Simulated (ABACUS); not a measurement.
The system is Y.

```
Y
1.0
     0.00000    2.55199    2.55199
     2.55199    0.00000    2.55199
     2.55199    2.55199    0.00000
Y
1
Cartesian
  0.0000 0.0000 0.0000
```

This isn't the form of Y at room conditions, which is hcp.

* Program: ABACUS 3.10.1
* Task: single point
* Functional: PBE
* Potentials or basis: PseudoDojo NC SR 0.4.1 PBE standard
* Cutoff: 993 eV
* Density cutoff: 3973 eV
* Basis: plane waves
* k mesh: 9 × 9 × 9
* Occupations: fermi-dirac, width 0.05 eV
* Spin: no spin polarisation

On this cell: pressure -0.8 GPa; band gap on the k mesh none (metal or under the smearing width).

The same run follows on a disturbed copy (cell strained at random at fixed volume):

```
Y
1.0
     0.02633    2.56043    2.58486
     2.55941    0.04610    2.56509
     2.57995    2.56119    0.02557
Y
1
Direct
  0.01034 0.99772 0.00314
```

Problem. What does the disturbed cell give?

Solution. The energy (extrapolated to zero smearing) moves by +2.2 meV/atom; pressure -0.8 GPa; band gap on the k mesh none (metal or under the smearing width).

Stress tensor (GPa, compression positive):
```
-0.85 -0.55 -0.08
-0.55 -0.66 -0.53
-0.08 -0.53 -0.91
```
